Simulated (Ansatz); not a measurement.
# Mg8O9: the cost of one run

All numbers below are computed with Ansatz 0.2.0 (DFT PBE+D3(BJ), plane waves, PAW, scalar-relativistic, collinear spin).

The COD cell was measured well above room temperature, so it is larger than a cold one.

### Step 1. The starting structure

The cell holds 17 atoms (Mg8O9): a = 6.101 Å, b = 6.101 Å, c = 6.101 Å, α = 60.00°, β = 60.00°, γ = 60.00°.

Coordinates:

```xyz
17
Lattice="0.0000 4.3141 4.3141 4.3141 0.0000 4.3141 4.3141 4.3141 0.0000" Properties=species:S:1:pos:R:3 pbc="T T T"
Mg    0.0000    0.0000    0.0000
O     2.1570    2.1570    2.1570
Mg    2.1570    2.1570    0.0000
O     4.3141    4.3141    2.1570
Mg    2.1570    0.0000    2.1570
O     4.3141    2.1570    4.3141
Mg    4.3141    2.1570    2.1570
O     6.4711    4.3141    4.3141
Mg    0.0000    2.1570    2.1570
O     2.1570    4.3141    4.3141
Mg    2.1570    4.3141    2.1570
O     4.3141    6.4711    4.3141
Mg    2.1570    2.1570    4.3141
O     4.3141    4.3141    6.4711
Mg    4.3141    4.3141    4.3141
O     6.4711    6.4711    6.4711
O     5.4789    5.4225    7.5093
```

### Step 2. End point A

File input.yaml:

```yaml
crystal:
  lattice:
    - [0.0, 4.3141, 4.3141]
    - [4.3141, 0.0, 4.3141]
    - [4.3141, 4.3141, 0.0]
  atoms:
    - { symbol: Mg, position: [0.0, 0.0, 0.0] }
    - { symbol: O, position: [0.25, 0.25, 0.25] }
    - { symbol: Mg, position: [0.0, 0.0, 0.5] }
    - { symbol: O, position: [0.25, 0.25, 0.75] }
    - { symbol: Mg, position: [0.0, 0.5, 0.0] }
    - { symbol: O, position: [0.25, 0.75, 0.25] }
    - { symbol: Mg, position: [0.0, 0.5, 0.5] }
    - { symbol: O, position: [0.25, 0.75, 0.75] }
    - { symbol: Mg, position: [0.5, 0.0, 0.0] }
    - { symbol: O, position: [0.75, 0.25, 0.25] }
    - { symbol: Mg, position: [0.5, 0.0, 0.5] }
    - { symbol: O, position: [0.75, 0.25, 0.75] }
    - { symbol: Mg, position: [0.5, 0.5, 0.0] }
    - { symbol: O, position: [0.75, 0.75, 0.25] }
    - { symbol: Mg, position: [0.5, 0.5, 0.5] }
    - { symbol: O, position: [0.75, 0.75, 0.75] }
    - { symbol: O, position: [0.8637952, 0.8768562, 0.3931326], spin: 1.0 }
magnetization:
  spin_polarized: true
basis:
  ecutwfc: 420.0
kpoints:
  mp_grid: { grid: [2, 2, 2] }
hamiltonian:
  xc: pbe
  dispersion: d3bj
  pseudopotentials: { kind: paw, azcp: { folder: soft_1 } }
scf:
  occupations: { method: fermi_dirac, width: 0.02 }
  lower_state_search: "off"
relax:
  f_tol: 0.03
  max_steps: 60
  adjacent_minimum: "off"
```

The run is started by

```console
$ ansatz run input.yaml --threads 2 --pin off --max-ram 5120MiB --backend cpu --events-out ev --progress --plain --runs-dir out
```

Q: Estimate wall time and peak memory on 2 threads of Arm Neoverse V1, shared host.

About 1.9 min, with a peak of 0.56 GiB.
